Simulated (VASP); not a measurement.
# PtS2 (P-3m1) in VASP: notebook, part 9 of 9

VASP 6.6.1. The steps go on from the part before.

### 104 Equation of state, r2SCAN, 18.81 Å³/atom

Input file INCAR:

```
PREC     = Low            # precision mode
ENCUT    = 500            # plane-wave cutoff, eV
EDIFF    = 1E-7           # SCF threshold, eV
ISMEAR   = 0              # smearing method
SIGMA    = 0.05           # smearing width, eV
LREAL    = F              # projectors in reciprocal space
LASPH    = T              # aspherical terms in the spheres
NELM     = 100            # most SCF steps
ALGO     = Normal         # electronic algorithm
ISIF     = 2              # what is computed and relaxed
LWAVE    = F              # write WAVECAR
LCHARG   = F              # write CHGCAR
METAGGA  = R2SCAN         # meta-GGA
LMIXTAU  = T            
ADDGRID  = F
```

Input file KPOINTS:

```
Automatic mesh
0
Gamma
  11 11 7
```

Input file POSCAR:

```
PtS2
1.0
    3.5782834698      0.0000000000      0.0000000000
   -1.7891417349      3.0988843868      0.0000000000
    0.0000000000      0.0000000000      5.0886923537
Pt S
1 2
Direct
    0.0000000000      0.0000000000      0.0000000000
    0.6666666667      0.3333333333      0.7730000000
    0.3333333333      0.6666666667      0.2270000000
```

Launch:

```bash
$ cat potpaw_PBE.64/Pt/POTCAR potpaw_PBE.64/S/POTCAR > POTCAR
$ mpirun -np 1 vasp_std > vasp.out
```

Run time: 85 s. Hardware: 1 thread of Intel Xeon Platinum 8559C (Emerald Rapids), shared host; peak memory 0.17 GiB.

These settings aren't checked as converged: the numbers below hold their error.

Results:

```
Free energy            : -68.8104 eV
Pressure               : 4.4 GPa
Largest force          : 0.762 eV/Å
Band gap on the k mesh : 0.86 eV, indirect (least direct gap 1.13 eV)
```

Caveat: the PAW data sets were made with another functional, which shifts forces and pressure a little; spin-orbit coupling is left out, which moves the levels of the heavy elements; an odd mesh through Γ misses points on the zone boundary, where band edges often lie.

### 105 Equation of state, r2SCAN, 17.71 Å³/atom

INCAR: that of step 104 with these lines changed.

```diff
@@ -1,2 +1,2 @@
-PREC     = Low            # precision mode
+PREC     = Normal         # precision mode
 ENCUT    = 500            # plane-wave cutoff, eV
```

KPOINTS is that of step 104.

Input file POSCAR:

```
PtS2
1.0
    3.5074076539      0.0000000000      0.0000000000
   -1.7537038269      3.0375041297      0.0000000000
    0.0000000000      0.0000000000      4.9878995503
Pt S
1 2
Direct
    0.0000000000      0.0000000000      0.0000000000
    0.6666666667      0.3333333333      0.7730000000
    0.3333333333      0.6666666667      0.2270000000
```

Potentials or basis: VASP PAW PBE potentials, release 64 (Pt, S).

Launch:

```bash
$ cat potpaw_PBE.64/Pt/POTCAR potpaw_PBE.64/S/POTCAR > POTCAR
$ mpirun -np 1 vasp_std > vasp.out
```

It took 84 s on 1 thread of Intel Xeon Platinum 8559C (Emerald Rapids), shared host; peak memory 0.19 GiB.

These settings aren't checked as converged: the numbers below hold their error.

What came out:

| Property | Result |
| --- | --- |
| Free energy | -68.6162 eV |
| Pressure | 15.0 GPa |
| Largest force | 1.711 eV/Å |
| Band gap on the k mesh | 0.93 eV, indirect (least direct gap 1.22 eV) |

Caveat: the PAW data sets were made with another functional, which shifts forces and pressure a little; spin-orbit coupling is left out, which moves the levels of the heavy elements; an odd mesh through Γ misses points on the zone boundary, where band edges often lie.

### 106 Equation of state, r2SCAN, 18.81 Å³/atom

INCAR is that of step 105.

KPOINTS is that of step 105.

Input file POSCAR:

```
PtS2
1.0
    3.5782834698      0.0000000000      0.0000000000
   -1.7891417349      3.0988843868      0.0000000000
    0.0000000000      0.0000000000      5.0886923537
Pt S
1 2
Direct
    0.0000000000      0.0000000000      0.0000000000
    0.6666666667      0.3333333333      0.7730000000
    0.3333333333      0.6666666667      0.2270000000
```

Launch:

```bash
$ cat potpaw_PBE.64/Pt/POTCAR potpaw_PBE.64/S/POTCAR > POTCAR
$ mpirun -np 1 vasp_std > vasp.out
```

It took 100 s on 1 thread of Intel Xeon Platinum 8559C (Emerald Rapids), shared host; peak memory 0.19 GiB.

These settings aren't checked as converged: the numbers below hold their error.

Results:

* Free energy: -68.8098 eV
* Pressure: 4.3 GPa
* Largest force: 0.766 eV/Å
* Band gap on the k mesh: 0.86 eV, indirect (least direct gap 1.13 eV)

Caveat: the PAW data sets were made with another functional, which shifts forces and pressure a little; spin-orbit coupling is left out, which moves the levels of the heavy elements; an odd mesh through Γ misses points on the zone boundary, where band edges often lie.

### 107 Equation of state, r2SCAN, 17.71 Å³/atom

INCAR: that of step 106 with these lines changed.

```diff
@@ -1,2 +1,2 @@
-PREC     = Normal         # precision mode
+PREC     = Accurate       # precision mode
 ENCUT    = 500            # plane-wave cutoff, eV
@@ -5,3 +5,3 @@
 SIGMA    = 0.05           # smearing width, eV
-LREAL    = F              # projectors in reciprocal space
+LREAL    = Auto         
 LASPH    = T              # aspherical terms in the spheres
```

KPOINTS is that of step 106.

Input file POSCAR:

```
PtS2
1.0
    3.5074076539      0.0000000000      0.0000000000
   -1.7537038269      3.0375041297      0.0000000000
    0.0000000000      0.0000000000      4.9878995503
Pt S
1 2
Direct
    0.0000000000      0.0000000000      0.0000000000
    0.6666666667      0.3333333333      0.7730000000
    0.3333333333      0.6666666667      0.2270000000
```

Launch:

```bash
$ cat potpaw_PBE.64/Pt/POTCAR potpaw_PBE.64/S/POTCAR > POTCAR
$ mpirun -np 1 vasp_std > vasp.out
```

Run time: 3.2 min. Hardware: 1 thread of Intel Xeon Platinum 8559C (Emerald Rapids), shared host; peak memory 0.2 GiB.

These settings aren't checked as converged: the numbers below hold their error.

What came out:

* Free energy: -68.6175 eV
* Pressure: 15.1 GPa
* Largest force: 1.709 eV/Å
* Band gap on the k mesh: 0.93 eV, indirect (least direct gap 1.22 eV)

Caveat: the PAW data sets were made with another functional, which shifts forces and pressure a little; spin-orbit coupling is left out, which moves the levels of the heavy elements; an odd mesh through Γ misses points on the zone boundary, where band edges often lie.

### 108 Equation of state, r2SCAN, 18.81 Å³/atom

INCAR is that of step 107.

KPOINTS is that of step 107.

Input file POSCAR:

```
PtS2
1.0
    3.5782834698      0.0000000000      0.0000000000
   -1.7891417349      3.0988843868      0.0000000000
    0.0000000000      0.0000000000      5.0886923537
Pt S
1 2
Direct
    0.0000000000      0.0000000000      0.0000000000
    0.6666666667      0.3333333333      0.7730000000
    0.3333333333      0.6666666667      0.2270000000
```

Potentials or basis: VASP PAW PBE potentials, release 64 (Pt, S).

Launch:

```bash
$ cat potpaw_PBE.64/Pt/POTCAR potpaw_PBE.64/S/POTCAR > POTCAR
$ mpirun -np 1 vasp_std > vasp.out
```

Wall time 3.9 min (1 thread of Intel Xeon Platinum 8559C (Emerald Rapids), shared host); peak memory 0.21 GiB.

The run converged, but some of its settings lie outside the range that counts as converged, so its numbers aren't taken as properties of the crystal.

Results:

```yaml
Free_energy: -68.8111 eV
Pressure: 4.3 GPa
Largest_force: 0.763 eV/Å
Band_gap_on_the_k_mesh: 0.86 eV, indirect (least direct gap 1.13 eV)
```

Caveat: the PAW data sets were made with another functional, which shifts forces and pressure a little; spin-orbit coupling is left out, which moves the levels of the heavy elements; an odd mesh through Γ misses points on the zone boundary, where band edges often lie.

### 109 Equation of state, r2SCAN, 17.71 Å³/atom

INCAR: that of step 108 with these lines changed.

```diff
@@ -2,6 +2,6 @@
 ENCUT    = 500            # plane-wave cutoff, eV
-EDIFF    = 1E-7           # SCF threshold, eV
+EDIFF    = 1E-5           # SCF threshold, eV
 ISMEAR   = 0              # smearing method
 SIGMA    = 0.05           # smearing width, eV
-LREAL    = Auto         
+LREAL    = F              # projectors in reciprocal space
 LASPH    = T              # aspherical terms in the spheres
```

KPOINTS is that of step 108.

Input file POSCAR:

```
PtS2
1.0
    3.5074076539      0.0000000000      0.0000000000
   -1.7537038269      3.0375041297      0.0000000000
    0.0000000000      0.0000000000      4.9878995503
Pt S
1 2
Direct
    0.0000000000      0.0000000000      0.0000000000
    0.6666666667      0.3333333333      0.7730000000
    0.3333333333      0.6666666667      0.2270000000
```

Launch:

```bash
$ cat potpaw_PBE.64/Pt/POTCAR potpaw_PBE.64/S/POTCAR > POTCAR
$ mpirun -np 1 vasp_std > vasp.out
```

Wall time 2.3 min (1 thread of Intel Xeon Platinum 8559C (Emerald Rapids), shared host); peak memory 0.22 GiB.

These settings aren't checked as converged: the numbers below hold their error.

What came out:

- Free energy: -68.6162 eV
- Pressure: 15.0 GPa
- Largest force: 1.711 eV/Å
- Band gap on the k mesh: 0.93 eV, indirect (least direct gap 1.22 eV)

Caveat: the PAW data sets were made with another functional, which shifts forces and pressure a little; spin-orbit coupling is left out, which moves the levels of the heavy elements; an odd mesh through Γ misses points on the zone boundary, where band edges often lie.

### 110 Equation of state, r2SCAN, 18.81 Å³/atom

INCAR is that of step 109.

KPOINTS is that of step 109.

Input file POSCAR:

```
PtS2
1.0
    3.5782834698      0.0000000000      0.0000000000
   -1.7891417349      3.0988843868      0.0000000000
    0.0000000000      0.0000000000      5.0886923537
Pt S
1 2
Direct
    0.0000000000      0.0000000000      0.0000000000
    0.6666666667      0.3333333333      0.7730000000
    0.3333333333      0.6666666667      0.2270000000
```

Launch:

```bash
$ cat potpaw_PBE.64/Pt/POTCAR potpaw_PBE.64/S/POTCAR > POTCAR
$ mpirun -np 1 vasp_std > vasp.out
```

Wall time 2.6 min (1 thread of Intel Xeon Platinum 8559C (Emerald Rapids), shared host); peak memory 0.23 GiB.

These settings aren't checked as converged: the numbers below hold their error.

What came out:

```
Free energy            : -68.8098 eV
Pressure               : 4.3 GPa
Largest force          : 0.766 eV/Å
Band gap on the k mesh : 0.86 eV, indirect (least direct gap 1.13 eV)
```

Caveat: the PAW data sets were made with another functional, which shifts forces and pressure a little; spin-orbit coupling is left out, which moves the levels of the heavy elements; an odd mesh through Γ misses points on the zone boundary, where band edges often lie.

### 111 Equation of state, r2SCAN, 17.71 Å³/atom

INCAR: that of step 110 with these lines changed.

```diff
@@ -1,4 +1,4 @@
 PREC     = Accurate       # precision mode
-ENCUT    = 500            # plane-wave cutoff, eV
-EDIFF    = 1E-5           # SCF threshold, eV
+ENCUT    = 400            # plane-wave cutoff, eV
+EDIFF    = 1E-7           # SCF threshold, eV
 ISMEAR   = 0              # smearing method
```

Input file KPOINTS:

```
Automatic mesh
0
Gamma
  13 13 8
```

Input file POSCAR:

```
PtS2
1.0
    3.5074076539      0.0000000000      0.0000000000
   -1.7537038269      3.0375041297      0.0000000000
    0.0000000000      0.0000000000      4.9878995503
Pt S
1 2
Direct
    0.0000000000      0.0000000000      0.0000000000
    0.6666666667      0.3333333333      0.7730000000
    0.3333333333      0.6666666667      0.2270000000
```

Potentials or basis: VASP PAW PBE potentials, release 64 (Pt, S).

Launch:

```bash
$ cat potpaw_PBE.64/Pt/POTCAR potpaw_PBE.64/S/POTCAR > POTCAR
$ mpirun -np 1 vasp_std > vasp.out
```

It took 2.6 min on 1 thread of Intel Xeon Platinum 8559C (Emerald Rapids), shared host; peak memory 0.22 GiB.

The run converged, but some of its settings lie outside the range that counts as converged, so its numbers aren't taken as properties of the crystal.

Results:

| Item | Value |
| --- | --- |
| Free energy | -68.6154 eV |
| Pressure | 15.0 GPa |
| Largest force | 1.711 eV/Å |
| Band gap on the k mesh | 0.99 eV, indirect (least direct gap 1.25 eV) |

Caveat: the PAW data sets were made with another functional, which shifts forces and pressure a little; spin-orbit coupling is left out, which moves the levels of the heavy elements; an odd mesh through Γ misses points on the zone boundary, where band edges often lie.

### 112 Equation of state, r2SCAN, 18.81 Å³/atom

INCAR is that of step 111.

KPOINTS is that of step 111.

Input file POSCAR:

```
PtS2
1.0
    3.5782834698      0.0000000000      0.0000000000
   -1.7891417349      3.0988843868      0.0000000000
    0.0000000000      0.0000000000      5.0886923537
Pt S
1 2
Direct
    0.0000000000      0.0000000000      0.0000000000
    0.6666666667      0.3333333333      0.7730000000
    0.3333333333      0.6666666667      0.2270000000
```

Launch:

```bash
$ cat potpaw_PBE.64/Pt/POTCAR potpaw_PBE.64/S/POTCAR > POTCAR
$ mpirun -np 1 vasp_std > vasp.out
```

It took 2.5 min on 1 thread of Intel Xeon Platinum 8559C (Emerald Rapids), shared host; peak memory 0.22 GiB.

These settings aren't checked as converged: the numbers below hold their error.

What came out:

```
Free energy            : -68.8093 eV
Pressure               : 4.3 GPa
Largest force          : 0.766 eV/Å
Band gap on the k mesh : 0.91 eV, indirect (least direct gap 1.17 eV)
```

Caveat: the PAW data sets were made with another functional, which shifts forces and pressure a little; spin-orbit coupling is left out, which moves the levels of the heavy elements; an odd mesh through Γ misses points on the zone boundary, where band edges often lie.

### 113 G0W0 quasiparticle levels, PBE

Input file POSCAR:

```
PtS2
1.0
    3.5432000000      0.0000000000      0.0000000000
   -1.7716000000      3.0685012107      0.0000000000
    0.0000000000      0.0000000000      5.0388000000
Pt S
1 2
Direct
    0.0000000000      0.0000000000      0.0000000000
    0.6666666667      0.3333333333      0.7730000000
    0.3333333333      0.6666666667      0.2270000000
```

Input file INCAR.step1:

```
PREC = Accurate
ENCUT = 450
EDIFF = 1E-8
ISMEAR = 0
SIGMA = 0.01
LREAL = F
LASPH = T
NELM = 60
ALGO = Normal
LWAVE = T
LCHARG = F
GGA = PE
```

Input file INCAR.step2:

```
PREC = Accurate
ENCUT = 450
EDIFF = 1E-8
ISMEAR = 0
SIGMA = 0.01
LREAL = F
LASPH = T
NELM = 1
ALGO = Exact
LWAVE = T
LCHARG = F
GGA = PE
NBANDS = 230
LOPTICS = T
ISTART = 1
```

Input file INCAR.step3:

```
PREC = Accurate
ENCUT = 450
EDIFF = 1E-8
ISMEAR = 0
SIGMA = 0.01
LREAL = F
LASPH = T
ALGO = EVGW0
LWAVE = F
LCHARG = F
GGA = PE
NELMGW = 1
NBANDS = 230
ENCUTGW = 200
NOMEGA = 48
PRECFOCK = Fast
ISTART = 1
NBANDSGW = 19
```

Input file KPOINTS:

```
Automatic mesh
0
Gamma
  5 5 3
```

Potentials or basis: VASP PAW PBE potentials, release 64 (Pt_GW, S_GW).

Launch:

```bash
$ cat potpaw_PBE.64/Pt_GW/POTCAR potpaw_PBE.64/S_GW/POTCAR > POTCAR
$ cp INCAR.step1 INCAR
$ mpirun -np 1 vasp_std > vasp.out
$ cp INCAR.step2 INCAR
$ mpirun -np 1 vasp_std > vasp.out
$ cp INCAR.step3 INCAR
$ mpirun -np 1 vasp_std > vasp.out
```

OUTCAR:

```text
PREC = Accurate
   ENCUT = 450
   EDIFF = 1E-8
   ISMEAR = 0
   LREAL = F
   LASPH = T
   GGA = PE
   NELMGW = 1
   ENCUTGW = 200
   PRECFOCK = Fast
   ISTART = 1

 Found     12 irreducible k-points:

 Following reciprocal coordinates:
            Coordinates               Weight
  0.000000  0.000000  0.000000      1.000000
  0.200000  0.000000  0.000000      6.000000
  0.400000  0.000000  0.000000      6.000000
  0.200000  0.200000  0.000000      6.000000
  0.400000  0.200000  0.000000      6.000000
  0.000000  0.000000  0.333333      2.000000
   k-points           NKPTS =     12   k-points in BZ     NKDIM =     75   number of bands    NBANDS=    230
   number of dos      NEDOS =    301   number of ions     NIONS =      3
[... 56 lines left out ...]
   ENCUTGW             = 200.0    cutoff for response function in eV
   ENCUTGWSOFT         = 160.0    soft cutoff for Coulomb kernel in GW response function in eV
   ENCUTLF             =  -1.0    cutoff for local field effects
   NELMGW              =     1    number of iterations in solving QP/BSE equation
   NELMHF              =     1    number of iterations in the inner HF iteration
   NKREDLFX            =     1    NKREDLFY  =   1   NKREDLFZ  =   1
 non-spin polarized calculation
 Gauss-broadening in eV      SIGMA  =   0.01
  energy-cutoff  :      450.00
  volume of cell :       54.78
 maximum number of plane-waves:      1199
 NGX is ok and might be reduce to    28
  NGX = 14; NGY = 14; NGZ = 20
   NGX = 13   NGY = 13   NGZ = 17
 maximum number of plane-waves:       360

 QP shifts <psi_nk| G(iteration)W_0 |psi_nk>: iteration 1
 for sc-GW calculations column KS-energies equals QP-energies in previous step
 and V_xc(KS)=  KS-energies - (<T + V_ion + V_H > + <T+V_H+V_ion>^1  + <V_x>^1)

 k-point   1 :       0.0000    0.0000    0.0000
  band No.  KS-energies  QP-energies   sigma(KS)   V_xc(KS)     V^pw_x(r,r')   Z            occupation Imag(sigma)

      1      -8.8583      -9.0748     -13.5003     -13.1648     -21.4975       0.6452       2.0000       1.4854
      2      -5.6102      -6.0532     -14.6750     -14.0168     -21.2126       0.6731       2.0000       0.9626
      3      -0.3312      -0.8771     -13.9174     -13.1459     -18.0060       0.7075       2.0000       0.4918
      4      -0.3312      -0.8771     -13.9174     -13.1459     -18.0060       0.7075       2.0000       0.4918
      5      -0.1917      -0.8215     -12.8903     -11.9970     -17.6992       0.7050       2.0000       0.7179
      6       2.7313       2.0609     -13.8742     -12.9271     -18.0260       0.7079       2.0000       0.2733
[... 114 lines left out ...]
      6       2.7141       2.0419     -13.8598     -12.9097     -18.0215       0.7075       2.0000       0.2746
[... 11 lines left out ...]
     18      16.8496      16.8091      -9.7570      -9.7046      -4.1838       0.7730       0.0000      -0.3111
     19      18.0871      18.1955     -11.0028     -11.1472      -5.1577       0.7509       0.0000      -0.3549

 [... further k-points ...]
```

OUTCAR.step2:

```text
PREC = Accurate
   ENCUT = 450
   EDIFF = 1E-8
   ISMEAR = 0
   LREAL = F
[... 604 lines left out ...]
     0.00000    19.09605    19.09605    12.03322    -0.00000     0.00000    -0.00000
     1.79884    13.23144    13.23144     0.65302    -0.00000    -0.00000     0.00000
     3.59767    -0.68253    -0.68253     3.45017     0.00000    -0.00000     0.00000
     5.39651     2.60750     2.60750     5.96937    -0.00000    -0.00000    -0.00000
     7.19535     1.34091     1.34091     2.32815     0.00000     0.00000     0.00000
     8.99418    -3.69554    -3.69554    -0.02331    -0.00000    -0.00000    -0.00000
[... 92 lines left out ...]
   176.28602     0.97476     0.97476     0.97456     0.00000    -0.00000    -0.00000
   178.08486     0.97532     0.97532     0.97512     0.00000    -0.00000    -0.00000
```

It took 23 min on 1 thread of Intel Xeon Platinum 8488C (Sapphire Rapids), shared host; peak memory 0.76 GiB.

These settings aren't checked as converged: the numbers below hold their error.

What came out:

```
Band gap on the k mesh, mean-field level : 1.31 eV, indirect (least direct gap 1.41 eV)
Quasiparticle gap                        : 1.78 eV
Least direct quasiparticle gap           : 1.95 eV
```

Caveat: bands, screening cutoff and mesh are small and nothing is extrapolated, so the quasiparticle values aren't converged; spin-orbit coupling is left out, which moves the levels of the heavy elements; an odd mesh through Γ misses points on the zone boundary, where band edges often lie.

### 114 For comparison

An earlier run on the cell as given: functional PBEsol; potentials or basis VASP PAW PBE potentials, release 64 (Pt, S); cutoff 520 eV; k mesh 9 × 9 × 5; occupations fermi-dirac, width 0.05 eV; no spin polarisation.

- Pressure: 6.1 GPa
- Largest force: 0.930 eV/Å
- Band gap on the k mesh: 0.96 eV, indirect (least direct gap 1.00 eV)
